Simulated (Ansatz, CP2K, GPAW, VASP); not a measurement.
**One calculation of Hf, 4 ways**

```xyz
2
Lattice="3.1967 0.0000 0.0000 -1.5983 2.7684 0.0000 0.0000 0.0000 5.0578" Properties=species:S:1:pos:R:3 pbc="T T T"
Hf    1.5984    0.9228    3.7934
Hf    0.0000    1.8456    1.2645
```

Alike in all runs: task band structure; functional BLYP; k mesh 10 × 10 × 5; occupations fermi-dirac, width 0.05 eV; no spin polarisation; no spin-orbit coupling. Pressure is positive in compression and, in plane waves, holds the error of the finite cutoff.

```tsv
program and potentials	plane-wave cutoff (eV)	notes	pressure (GPa)
CP2K, POTENTIAL_UZH Hf GTH-PBE-q12; TZVP-MOLOPT-PBE-GTH basis	-	atomic basis; potentials made for PBE; 12 valence electrons an atom on average	3.75
Ansatz, all-electron LAPW, scalar-relativistic	-	-	?
VASP, PBE PAW files Hf_pv, 520 eV	520	potentials made for PBE; 10 valence electrons an atom on average	3.39
GPAW, PAW data sets generated for this functional	600	12 valence electrons an atom on average	3.53
```

Q: Estimate from the other rows what the run with Ansatz, all-electron LAPW, scalar-relativistic gave.

A: Pressure 3.40 GPa. The other rows, which needn't bracket it: pressure 3.39 to 3.75.
